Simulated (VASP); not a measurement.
The system is NiO.

```
Ni O
1.0
     0.00000    2.08590    2.08590
     2.08590    0.00000    2.08590
     2.08590    2.08590    0.00000
Ni O
1 1
Direct
  0.00000 0.00000 0.00000
  0.50000 0.50000 0.50000
```

* Program: VASP 6.6.1
* Task: relaxation of cell and atoms
* Functional: BLYP
* Dispersion: D3(BJ)
* Potentials or basis: VASP PAW PBE potentials, release 64 (Ni, O)
* Cutoff: 600 eV
* k mesh: 11 × 11 × 11
* Occupations: fermi-dirac, width 0.05 eV
* Spin: collinear spin, ferromagnetic start
* Starting moments: [1.0, 0.0] μB

At the start: pressure 5.8 GPa; volume 9.08 Å³/atom.

Q: How do energy, volume and symmetry change on relaxing?

A: Over 3 steps the energy falls by 4.2 meV/atom and the volume is 9.31 Å³/atom (+2.6 %); space group Fm-3m (No. 225, to 0.05 Å); moment 1.70 μB per cell.

The path:
```
step  energy change (eV)  largest force (eV/Å)  pressure (GPa)  volume (Å³)
   1              0.0000                0.0000            5.84        18.15
   2             -0.0030                0.0000           -4.16        19.03
   3             -0.0084                0.0000           -0.06        18.63
```

Final structure:
```xyz
2
Lattice="0.0000 2.1040 2.1040 2.1040 0.0000 2.1040 2.1040 2.1040 0.0000" Properties=species:S:1:pos:R:3 pbc="T T T"
Ni    0.0000    0.0000    0.0000
O     2.1040    2.1040    2.1040
```

Caveat: the PAW data sets were made with another functional, which shifts forces and pressure a little; a cell with one magnetic atom can't hold antiferromagnetic order, which such compounds often take; pairwise dispersion overbinds metals, which lowers pressure and volume.
